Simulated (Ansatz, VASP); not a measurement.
## Bi in VASP and in Ansatz

Contents of INCAR:

```
SYSTEM = Bi
PREC     = Accurate       ! precision mode
ENCUT    = 600            ! plane-wave cutoff, eV
EDIFF    = 1E-6           ! SCF threshold, eV
ISMEAR   = -1             ! smearing method
SIGMA    = 0.05           ! smearing width, eV
LREAL    = .False.        ! projectors in reciprocal space
LASPH    = .True.         ! aspherical terms in the spheres
NELM     = 100            ! most SCF steps
ALGO     = Normal         ! electronic algorithm
ISIF     = 3              ! what is computed and relaxed
LWAVE    = .False.        ! write WAVECAR
LCHARG   = .False.        ! write CHGCAR
GGA      = B5             ! functional
ALDAX    = 1.0          
AGGAX    = 1.0          
AGGAC    = 1.0          
ALDAC    = 0.0          
IBRION   = 2              ! ionic algorithm
NSW      = 80             ! ionic steps
EDIFFG   = -0.02          ! ionic threshold
```

Contents of KPOINTS:

```
Automatic mesh
0
Gamma
  9 9 9
  0 0 0
```

File POSCAR:

```
Bi
1.0
   -1.9814305318      1.9814305318      1.9814305318
    1.9814305318     -1.9814305318      1.9814305318
    1.9814305318      1.9814305318     -1.9814305318
Bi
1
Direct
    0.0000000000      0.0000000000      0.0000000000
```

File input.yaml:

```yaml
crystal:
  lattice:
    - [-1.9814305318, 1.9814305318, 1.9814305318]
    - [1.9814305318, -1.9814305318, 1.9814305318]
    - [1.9814305318, 1.9814305318, -1.9814305318]
  atoms:
    - { symbol: Bi, position: [0.0, 0.0, 0.0] }
kpoints:
  mp_grid: { grid: [9, 9, 9] }
scf:
  occupations: { method: fermi_dirac, width: 0.05 }
hamiltonian:
  xc: blyp
  pseudopotentials: { kind: all_electron, lapw: { basis_error: 0.001 } }
output:
  forces: true
  stress: true
relax:
  f_tol: 0.02
  max_steps: 60
  cell: {}
```

This isn't the form of Bi at room conditions, which is rhombohedral.

Alike in both runs: task relaxation of cell and atoms; functional BLYP; k mesh 9 × 9 × 9; occupations fermi-dirac, width 0.05 eV; no spin polarisation.

|  | VASP | Ansatz |
| --- | --- | --- |
| version | VASP 6.6.1 | Ansatz 0.2.0 |
| potentials or method | VASP PAW PBE potentials, release 64 (Bi_d) | all-electron LAPW, scalar-relativistic |
| plane-wave cutoff (eV) | 600 | see its input |

|  | VASP | Ansatz | Ansatz less VASP |
| --- | --- | --- | --- |
| relaxed volume (Å³/atom) | 34.30 | 34.26 | -0.045 |
| relaxed cell length with the largest relative difference (Å) | 3.545 | 3.544 | -0.0016 |
| energy change over the relaxation (meV/atom) | -47 | -44 | +2.5 |

Ansatz ran all-electron here, so the differences hold the error of VASP's frozen core and of both bases.

Caveats: the PAW data sets were made with another functional, which shifts forces and pressure a little (VASP).
